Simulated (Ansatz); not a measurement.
**SnO2 as a strained film**

Theory: DFT PBEsol, scalar-relativistic, plane waves, PAW (Ansatz). Settings: 420 eV cutoff, 6×6×8 k-mesh, Gaussian smearing of 0.02 eV, no spin polarisation.

Reference structure (relaxed):

```xyz
6
Lattice="4.7684 0.0000 0.0000 0.0000 4.7684 0.0000 0.0000 0.0000 3.2124" Properties=species:S:1:pos:R:3 pbc="T T T"
Sn    2.3842    2.3842    1.6062
Sn    0.0000    0.0000    0.0000
O     0.9239    3.8446    1.6062
O     3.8446    0.9239    1.6062
O     1.4604    1.4604    0.0000
O     3.3081    3.3081    0.0000
```

The a-b plane is strained alike in both directions, as on a substrate, while c and the atoms relax within the symmetry that the strain leaves. Stress is positive in compression; energies are free energies at the smearing used, per atom.

```csv
strain (%),c (Å),σ in plane (GPa),ΔE (meV/atom)
-4.5,3.3349,14.76,48.54
-3.0,3.2895,9.53,21.15
-1.5,3.2487,4.60,5.21
+0.0,3.2124,0.04,0.00
+1.5,3.1802,-4.06,4.61
+3.0,3.1520,-7.62,18.19
+4.5,3.1275,-10.58,39.35
```

Task: Get the biaxial modulus twice, from the stresses and from the energies of the innermost pair.

Result: From stress: M = −Δσ/Δε = (4.60 − (-4.06)) / 0.030 = 289 GPa. Two in-plane directions each store σε/2, so the energy density is Mε²: M = (mean ΔE)/(V ε²) = 4.91 meV / (12.174 Å³ × 0.015²) × 0.16022 GPa Å³/meV = 287 GPa. The two agree.

Task: How well does Mε², with M from the stresses, predict the outermost points?

Result: 44.4 meV predicted against 48.5 computed at -4.5 %; 44.4 meV predicted against 39.3 computed at +4.5 %. Compression costs more than stretching, the usual sign of bonds that stiffen as they shorten.

Task: How does c respond, and up to what thickness can a film with 1 % or 2 % misfit stay coherent on a thick substrate?

Result: c answers with ε_c = −0.71 ε. In an isotropic solid that ratio is 2ν/(1 − ν), so ν = r/(2 + r) = 0.26. A film of thickness h stores Mε²h per area, 28.9 mJ/m² per nm at 1 %. The Matthews–Blakeslee balance for pure edge misfit dislocations, h = b/(8πf(1 + ν)) × (ln(h/b) + 1), with b taken as the in-plane vector a = 4.77 Å, solved by iteration, gives 5.1 nm at f = 1 % and 1.7 nm at 2 %. This is an isotropic estimate in which the moduli cancel; the real Burgers vector, glide system, anisotropy and slow kinetics can shift it by a factor of a few, mostly upward.